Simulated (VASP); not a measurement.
# C in VASP: single point with PBE+D3(BJ)

Aim: the single point of C with PBE+D3(BJ).

Everything below comes from runs of VASP 6.6.1. Logs are shortened: lines on timing, memory, paths and dates and some standing lists are left out, and cuts for length are marked.

## 1. The cell of the first run

The cell holds a slab with vacuum, 2 atoms: a = 2.487 Å, b = 2.487 Å, c = 17.500 Å, α = 90.00°, β = 90.00°, γ = 120.00°.

The cell was built by a generator and needn't be a form met in nature.

## 2. Single point, PBE+D3(BJ) (the upper layer alone in the bilayer's cell)

File INCAR:

```
  ALGO = Fast
  DIPOL = 0.5 0.5 0.446
  EDIFF = 1E-7
  ENCUT = 520
  GGA = PE
  IDIPOL = 3
  ISIF = 2
  ISMEAR = 0
  IVDW = 12
  LASPH = True
  LCHARG = False
  LDIPOL = True
  LREAL = False
  LWAVE = False
  NBANDS = 11
  NELM = 100
  PREC = Accurate
  SIGMA = 0.1
```

File KPOINTS:

```
k-points
0
Gamma
  15 15 1
```

File POSCAR:

```
C
1.0
    2.4869393859      0.0000000000      0.0000000000
   -1.2434696929      2.1537526858      0.0000000000
    0.0000000000      0.0000000000     17.5000000000
C
2
Direct
    0.3333333333      0.6666666667      0.4457142857
    0.0000000000      1.0000000000      0.4457142857
```

Potentials or basis: VASP PAW PBE potentials, release 64 (C).

Started as:

```bash
> cat potpaw_PBE.64/C/POTCAR > POTCAR
> mpirun -np 1 vasp_std > vasp.out
```

OUTCAR:

```text
EDIFF = 1E-7
   ENCUT = 520
   GGA = PE
   ISIF = 2
   ISMEAR = 0
   IVDW = 12
   LASPH = True
   LREAL = False
   NELM = 100
   PREC = Accurate
 IVDW          = 12

 ion  position               nearest neighbor table
   1  0.333  0.667  0.446-   2 1.44   2 1.44   2 1.44
   2  0.000  0.000  0.446-   1 1.44   1 1.44   1 1.44

  LATTYP: Found a hexagonal cell.
 ALAT       =     2.4869393859
 C/A-ratio  =     7.0367617720

  Lattice vectors:

 A1 = (   2.4869393859,   0.0000000000,   0.0000000000)
 A2 = (  -1.2434696929,   2.1537526858,   0.0000000000)
 A3 = (   0.0000000000,   0.0000000000,  17.5000000000)

Analysis of symmetry for initial positions (statically):
=====================================================================
 Subroutine PRICEL returns:
 Original cell was already a primitive cell.

 Routine SETGRP: Setting up the symmetry group for a
 hexagonal supercell.

 Subroutine GETGRP returns: Found 24 space group operations
 (whereof  6 operations were pure point group operations)
 out of a pool of 24 trial point group operations.

The static configuration has the point symmetry C_3v.
 The point group associated with its full space group is D_6h.

Analysis of symmetry for dynamics (positions and initial velocities):
=====================================================================
 Subroutine PRICEL returns:
 Original cell was already a primitive cell.

 Routine SETGRP: Setting up the symmetry group for a
 hexagonal supercell.

 Subroutine GETGRP returns: Found 24 space group operations
 (whereof  6 operations were pure point group operations)
 out of a pool of 24 trial point group operations.

The dynamic configuration has the point symmetry C_3v.
 The point group associated with its full space group is D_6h.

 Subroutine INISYM returns: Found 24 space group operations
 (whereof  6 operations are pure point group operations),
 and found     1 'primitive' translations

----------------------------------------------------------------------------------------

                                     Primitive cell

  volume of cell :      93.7344

  direct lattice vectors                    reciprocal lattice vectors
     2.486939386  0.000000000  0.000000000     0.402100673  0.232152932  0.000000000
    -1.243469693  2.153752686  0.000000000     0.000000000  0.464305863  0.000000000
     0.000000000  0.000000000 17.500000000     0.000000000  0.000000000  0.057142857

  length of vectors
     2.486939386  2.486939386 17.500000000     0.464305863  0.464305863  0.057142857

  position of ions in fractional coordinates (direct lattice)
     0.333333333  0.666666667  0.445714286
     0.000000000  0.000000000  0.445714286

  ion indices of the primitive-cell ions
   primitive index   ion index
                 1           1
                 2           2

----------------------------------------------------------------------------------------

 KPOINTS: k-points

Automatic generation of k-mesh.
 Grid dimensions read from file:
 generate k-points for:   15   15    1

 Generating k-lattice:

  Cartesian coordinates                     Fractional coordinates (reciprocal lattice)
     0.026806712  0.015476862  0.000000000     0.066666667  0.000000000  0.000000000
     0.000000000  0.030953724  0.000000000     0.000000000  0.066666667  0.000000000
     0.000000000  0.000000000  0.057142857     0.000000000  0.000000000  1.000000000

  Length of vectors
     0.030953724  0.030953724  0.057142857

  Shift w.r.t. Gamma in fractional coordinates (k-lattice)
     0.000000000  0.000000000  0.000000000

 Subroutine IBZKPT returns following result:
 ===========================================

 Found     27 irreducible k-points:

 Following reciprocal coordinates:
            Coordinates               Weight
  0.000000  0.000000  0.000000      1.000000
  0.066667  0.000000  0.000000      6.000000
  0.133333  0.000000  0.000000      6.000000
  0.200000  0.000000  0.000000      6.000000
  0.266667  0.000000  0.000000      6.000000
  0.333333  0.000000  0.000000      6.000000
[... 16 lines left out ...]
  0.333333  0.200000  0.000000     12.000000
  0.400000  0.200000  0.000000      6.000000
 [... further k-points ...]
   k-points           NKPTS =     27   k-points in BZ     NKDIM =     27   number of bands    NBANDS=     11
   number of dos      NEDOS =    301   number of ions     NIONS =      2
   total plane-waves  NPLWV =  45360
   dimension x,y,z NGX =    18 NGY =   18 NGZ =  140
   dimension x,y,z NGXF=    36 NGYF=   36 NGZF=  280
   ions per type =               2
   NGX,Y,Z   is equivalent  to a cutoff of  12.03, 12.03, 13.30 a.u.
   NGXF,Y,Z  is equivalent  to a cutoff of  24.07, 24.07, 26.60 a.u.
 SYSTEM =  unknown system
   PREC   = accura    normal or accurate (medium, high low for compatibility)
   ISTART =      0    job   : 0-new  1-cont  2-samecut
   ICHARG =      2    charge: 1-file 2-atom 10-const
   ISPIN  =      1    spin polarized calculation?
   LNONCOLLINEAR =      F non collinear calculations
   LSORBIT =      F    spin-orbit coupling
   LASPH  =      T    aspherical Exc in radial PAW
   ENCUT  =  520.0 eV  38.22 Ry    6.18 a.u.   4.62  4.62 32.54*2*pi/ulx,y,z
   NELM   =    100;   NELMIN=  2; NELMDL= -5     # of ELM steps
   EDIFF  = 0.1E-06   stopping-criterion for ELM
   LREAL  =      F    real-space projection
   EDIFFG = 0.1E-05   stopping-criterion for IOM
   NSW    =      0    number of steps for IOM
   IBRION =     -1    ionic relax: 0-MD 1-quasi-New 2-CG
   NFREE  =      0    steps in history (QN), initial steepest desc. (CG)
   ISIF   =      2    stress and relaxation
   ISYM   =      2    0-nonsym 1-usesym 2-fastsym
   POTIM  = 0.5000    time-step for ionic-motion
   TEBEG  =    0.0;   TEEND  =   0.0 temperature during run
   PSTRESS=    0.0 pullay stress
   NELECT =       8.0000    total number of electrons
   NUPDOWN=      -1.0000    fix difference up-down
   EMIN   =  10.00;   EMAX   =-10.00  energy-range for DOS
   EFERMI =   0.00;   METHOD = LEGACY
   ISMEAR =     0;   SIGMA  =   0.10  broadening in eV -4-tet -1-fermi 0-gaus
   EFERMI_NEDOS =   21; number of points for ismear=-14 and -15
   IALGO  =     68    algorithm
   IMIX   =      4    mixing-type and parameters
     AMIX     =   0.40;   BMIX     =  1.00
     AMIX_MAG =   1.60;   BMIX_MAG =  1.00
  volume/ion in A,a.u.               =      46.87       316.28
  Fermi-wavevector in a.u.,A,eV,Ry     =   0.720784  1.362084  7.068629  0.519530
  Thomas-Fermi vector in A             =   1.810325
   LORBIT       =      0    0 simple, 1 ext, 2 COOP (PROOUT), +10 PAW based schemes
   GGA     = PE    functional components
   LHFCALC =     F    Hartree Fock is set to
   AEXX    =    0.0000 exact exchange contribution
   IVDW    =    12    specifies the selected vdW correction
   LEPSILON=     F    determine dielectric tensor
   LRPA    =     F    only Hartree local field effects (RPA)
 non-spin polarized calculation
 RMM-DIIS sequential band-by-band and
 Gauss-broadening in eV      SIGMA  =   0.10
  energy-cutoff  :      520.00
  volume of cell :       93.73
 maximum number of plane-waves:      2554
   NGX =  9   NGY =  9   NGZ = 65

 dipolmoment           0.000000      0.000000      0.000195 electrons x Angstroem

 number of electron       7.9999998 magnetization

 dipolmoment           0.000000      0.000000     -0.000000 electrons x Angstroem

 Free energy of the ion-electron system (eV)
  ---------------------------------------------------
  ext. energy  EPLUGINS =         0.00000000
  ---------------------------------------------------
  free energy    TOTEN  =       -18.44139852 eV

  energy without entropy =      -18.44039552  energy(sigma->0) =      -18.44089702

 E-fermi :  -2.6156     XC(G=0):  -2.4512

 val. band max:       -2.6155843912   @ k =   0.3333   0.3333   0.0000
 cond. band min:      -2.6155843881   @ k =   0.3333   0.3333   0.0000
 fundamental gap:      0.0000000031
 Fermi energy:        -2.6155843896

 k-point     1 :       0.0000    0.0000    0.0000
  band No.  band energies     occupation
      1     -21.9351      2.00000
      2     -10.0632      2.00000
      3      -5.6705      2.00000
      4      -5.6705      2.00000
      5       0.7210      0.00000
      6       1.5475      0.00000
      7       1.9849      0.00000
      8       3.2635      0.00000
      9       3.8464      0.00000
     10       5.5256      0.00000
     11       5.5256      0.00000

 k-point     2 :       0.0667    0.0000    0.0000
  band No.  band energies     occupation
      1     -21.8317      2.00000
      2      -9.9404      2.00000
      3      -6.0910      2.00000
      4      -5.8865      2.00000
      5       0.8612      0.00000
      6       1.6892      0.00000
      7       2.1283      0.00000
      8       3.4051      0.00000
      9       3.9870      0.00000
     10       5.5723      0.00000
     11       5.9649      0.00000

 k-point     3 :       0.1333    0.0000    0.0000
  band No.  band energies     occupation
      1     -21.5220      2.00000
      2      -9.5740      2.00000
      3      -7.2066      2.00000
      4      -6.4347      2.00000
      5       1.2818      0.00000
      6       2.1138      0.00000
      7       2.5584      0.00000
      8       3.8304      0.00000
      9       4.4084      0.00000
     10       5.5749      0.00000
     11       7.1741      0.00000
[... 267 lines left out ...]
 k-point    23 :       0.3333    0.2000    0.0000
  band No.  band energies     occupation
      1     -17.0955      2.00000
      2     -14.1695      2.00000
      3     -11.2188      2.00000
      4      -4.7159      2.00000
      5      -0.6202      0.00000
      6       7.4896      0.00000
      7       7.9936      0.00000
      8       8.0270      0.00000
      9       9.0043      0.00000
     10       9.5505      0.00000
     11      10.7009      0.00000

 k-point    24 :       0.4000    0.2000    0.0000
  band No.  band energies     occupation
      1     -16.2061      2.00000
      2     -15.1649      2.00000
      3     -11.3511      2.00000
      4      -4.0851      2.00000
      5      -1.3366      0.00000
      6       7.9048      0.00000
      7       8.6418      0.00000
      8       9.2034      0.00000
      9       9.4383      0.00000
     10      10.4597      0.00000
     11      10.9734      0.00000

 [... further k-points ...]

------------------------ aborting loop because EDIFF is reached ----------------------------------------

 vacuum level on the upper side and lower side of the slab       (xc-potential included)        -0.082        -0.081

 Edisp (eV)   -0.17628

 E8    (eV) :    -0.0552

  FORCE on cell =-STRESS in cart. coord.  units (eV):
  Direction    XX          YY          ZZ          XY          YZ          ZX
  --------------------------------------------------------------------------------------
  -------------------------------------------------------------------------------------
  Total      -1.10159    -1.10159    -0.01114    -0.00000     0.00000    -0.00000
  in kB     -18.82919   -18.82919    -0.19034    -0.00000     0.00000    -0.00000
  external pressure =      -12.62 kB  Pullay stress =        0.00 kB

 VOLUME and BASIS-vectors are now :
 -----------------------------------------------------------------------------
  energy-cutoff  :      520.00
  volume of cell :       93.73
      direct lattice vectors                 reciprocal lattice vectors
     2.486939386  0.000000000  0.000000000     0.402100673  0.232152932  0.000000000
    -1.243469693  2.153752686  0.000000000     0.000000000  0.464305863  0.000000000
     0.000000000  0.000000000 17.500000000     0.000000000  0.000000000  0.057142857

 POSITION                                       TOTAL-FORCE (eV/Angst)
 -----------------------------------------------------------------------------------
     -0.00000      1.43584      7.80000        -0.000000     -0.000000      0.000000
      0.00000      0.00000      7.80000         0.000000      0.000000     -0.000000
 -----------------------------------------------------------------------------------
    total drift:                                0.000000     -0.000000     -0.000020

  FREE ENERGIE OF THE ION-ELECTRON SYSTEM (eV)
  ---------------------------------------------------
  free  energy   TOTEN  =       -18.6176831006 eV

  energy  without entropy=      -18.6166800969  energy(sigma->0) =      -18.61718160

 vacuum level on the upper side and lower side of the slab         1.653         1.654
```

It took 20 s on 1 thread of Intel Xeon 6975P-C (Granite Rapids), shared host; peak memory 0.2 GiB.

Results:

```yaml
Free_energy: -18.6177 eV
Band_gap_on_the_k_mesh: none (metal or under the smearing width)
Dispersion_energy_per_atom: -0.088 eV
```
